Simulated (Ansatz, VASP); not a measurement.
One calculation of AlPt, two programs

```xyz
8
Lattice="4.8789 0.0000 0.0000 0.0000 4.8789 0.0000 0.0000 0.0000 4.8789" Properties=species:S:1:pos:R:3 pbc="T T T"
Al    4.1180    4.1180    4.1180
Al    0.7610    1.6785    3.2004
Al    1.6785    3.2004    0.7610
Al    3.2004    0.7610    1.6785
Pt    0.7565    0.7565    0.7565
Pt    1.6829    4.1224    3.1960
Pt    3.1960    1.6829    4.1224
Pt    4.1224    3.1960    1.6829
```

Alike in both runs: functional r2SCAN; k mesh 5 × 5 × 5; occupations fermi-dirac, width 0.1 eV; no spin polarisation.

Ansatz relaxed the structure, and its values are those at the end. VASP's run is a single point on that final structure, the one shown.

```csv
,VASP,Ansatz
version,VASP 6.6.1,Ansatz 0.2.0
potentials or method,"VASP PAW PBE potentials, release 64 (Al, Pt)","plane waves, PAW"
plane-wave cutoff (eV),520,500
valence electrons in the cell,52,84
```

|  | VASP | Ansatz | Ansatz less VASP |
| --- | --- | --- | --- |
| pressure (GPa) | -0.1 | 0.0 | +0.13 |
| rms of the force components (eV/Å) | 0.007 | 0.004 | -0.0032 |

The two sets of potentials don't hold the same shells in valence.

Caveats: the PAW data sets were made with another functional, which shifts forces and pressure a little (VASP). Spin-orbit coupling is left out, which matters for the levels of Pt.
